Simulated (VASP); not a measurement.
**BeTe in VASP 6.6.1, single-point calculation**

INCAR

```
ALGO = Normal
NSW = 0
LASPH = .TRUE.
ISIF = 2
EDIFF = 1E-7
METAGGA = TPSS
SIGMA = 0.01
ENCUT = 520
ISMEAR = 0
PREC = Accurate
LREAL = .FALSE.
LWAVE = .FALSE.
LCHARG = .FALSE.
NBANDS = 11
NELM = 120
IBRION = -1
```

KPOINTS

```
KPOINTS created by Atomic Simulation Environment
0
Gamma
8 8 8
0 0 0
```

POSCAR

```
Be Te
 1.0000000000000000
     0.0000000000000000    2.9134823341999998    2.9134823341999998
     2.9134823341999998    0.0000000000000000    2.9134823341999998
     2.9134823341999998    2.9134823341999998    0.0000000000000000
 Be  Te
   1   1
Cartesian
  0.0000000000000000  0.0000000000000000  0.0000000000000000
  1.4567411670999999  1.4567411670999999  1.4567411670999999
```

The recommended PBE PAW datasets give the neutral cell 8 valence electrons.

Command

```
mpirun -np 1 vasp_std
```

Predict the outcome of this run.

It converged. Results: gap between bands v and c on the k mesh 2.32 eV; least direct gap on the k mesh 3.43 eV; pressure -3.9 GPa. Band v is the last that the valence electrons fill when counted band by band, and c is the next.

OSZICAR

```
N       E                     dE             d eps       ncg     rms          rms(c)
DAV:   1     0.106362852530E+02    0.10636E+02   -0.32807E+03   638   0.599E+02
DAV:   2    -0.151645611787E+02   -0.25801E+02   -0.24779E+02   788   0.953E+01
DAV:   3    -0.164598743797E+02   -0.12953E+01   -0.12924E+01   850   0.233E+01
DAV:   4    -0.164737083577E+02   -0.13834E-01   -0.13832E-01   804   0.271E+00
DAV:   5    -0.164739391565E+02   -0.23080E-03   -0.23079E-03   821   0.341E-01    0.356E+00
DAV:   6    -0.165592341773E+02   -0.85295E-01   -0.24605E+00   650   0.120E+01    0.256E+00
DAV:   7    -0.165460281323E+02    0.13206E-01   -0.41315E-02   818   0.141E+00    0.140E+00
DAV:   8    -0.165490553321E+02   -0.30272E-02   -0.27330E-02   671   0.975E-01    0.768E-01
DAV:   9    -0.165532516893E+02   -0.41964E-02   -0.85779E-03   738   0.582E-01    0.358E-01
DAV:  10    -0.165535129150E+02   -0.26123E-03   -0.96184E-04   716   0.153E-01    0.120E-01
DAV:  11    -0.165538409355E+02   -0.32802E-03   -0.58174E-04   700   0.150E-01    0.614E-02
DAV:  12    -0.165538594546E+02   -0.18519E-04   -0.72129E-05   786   0.552E-02    0.497E-02
DAV:  13    -0.165538629306E+02   -0.34761E-05   -0.13524E-05   703   0.220E-02    0.673E-03
DAV:  14    -0.165538651230E+02   -0.21924E-05   -0.56114E-06   707   0.146E-02    0.114E-02
DAV:  15    -0.165538656023E+02   -0.47929E-06   -0.18871E-07   834   0.289E-03    0.527E-03
DAV:  16    -0.165538659864E+02   -0.38411E-06   -0.25919E-07   686   0.313E-03    0.327E-04
DAV:  17    -0.165538659465E+02    0.39867E-07   -0.60430E-09   447   0.475E-04
   1 F= -.16553866E+02 E0= -.16553866E+02  d E =-.700635E-33
```

For comparison, a separate r²SCAN run of the intended cell, on usual settings and not on those above, gives a gap of 2.57 eV on its mesh and a pressure of -4.3 GPa.
